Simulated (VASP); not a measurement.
Set up this calculation in VASP 6.6.1, as the native input.

```yaml
Task: single point
Functional: PBEsol
Potentials_or_basis: VASP PAW PBE potentials, release 64 (Sn_d, O)
Cutoff: 520 eV
k_mesh: 8 × 8 × 8
Occupations: gaussian, width 0.02 eV
Spin: no spin polarisation
Further_INCAR_settings: ALGO = Normal; EDIFF = 1e-06; NBANDS = 64
```

The structure of SnO2 lies in POSCAR:

```
SnO2
1.0
   -3.2154900000      3.3740300000      3.3739400000
    3.2154900000     -3.3740300000      3.3739400000
    3.2154900000      3.3740300000     -3.3739400000
Sn O
4 8
Direct
    0.0000800000      0.2500800000      0.7500000000
    0.9999200000      0.7499200000      0.2500000000
    0.5000000000      0.5000000000      0.5000000000
    0.5000000000      0.0000000000      0.0000000000
    0.1937400000      0.1937000000      0.4999600000
    0.6937800000      0.7500400000      0.9437400000
    0.1937400000      0.6937800000      0.0000400000
    0.3063000000      0.7500400000      0.5562600000
    0.6937000000      0.2499600000      0.4437400000
    0.3062200000      0.2499600000      0.0562600000
    0.8062600000      0.3062200000      0.9999600000
    0.8062600000      0.8063000000      0.5000400000
```

The cell is a database's computed one.

These files were run (other wordings do the same):

INCAR

```
PREC     = Accurate       # precision mode
ENCUT    = 520            # plane-wave cutoff, eV
EDIFF    = 1E-6           # SCF threshold, eV
ISMEAR   = 0              # smearing method
SIGMA    = 0.02           # smearing width, eV
LREAL    = False          # projectors in reciprocal space
LASPH    = True           # aspherical terms in the spheres
NELM     = 100            # most SCF steps
ALGO     = Normal         # electronic algorithm
ISIF     = 2              # what is computed and relaxed
LWAVE    = False          # write WAVECAR
LCHARG   = False          # write CHGCAR
GGA      = PS             # functional
NBANDS   = 64             # bands
```

KPOINTS

```
Automatic mesh
0
Gamma
  8 8 8
```

Potentials or basis: VASP PAW PBE potentials, release 64 (Sn_d, O).

Command:

```sh
$ cat potpaw_PBE.64/Sn_d/POTCAR potpaw_PBE.64/O/POTCAR > POTCAR
$ mpirun -np 1 vasp_std > vasp.out
```

Results of the run:

```yaml
Pressure: 0.2 GPa
Largest_force: 0.005 eV/Å
Band_gap_on_the_k_mesh: 0.89 eV
```

Caveat: the PAW data sets were made with another functional, which shifts forces and pressure a little; spin-orbit coupling is left out, which moves the levels of the heavy elements.

It took 11 min on 1 thread of Intel(R) Xeon(R) 6975P-C (Granite Rapids), on a shared host, peak memory 0.73 GiB.
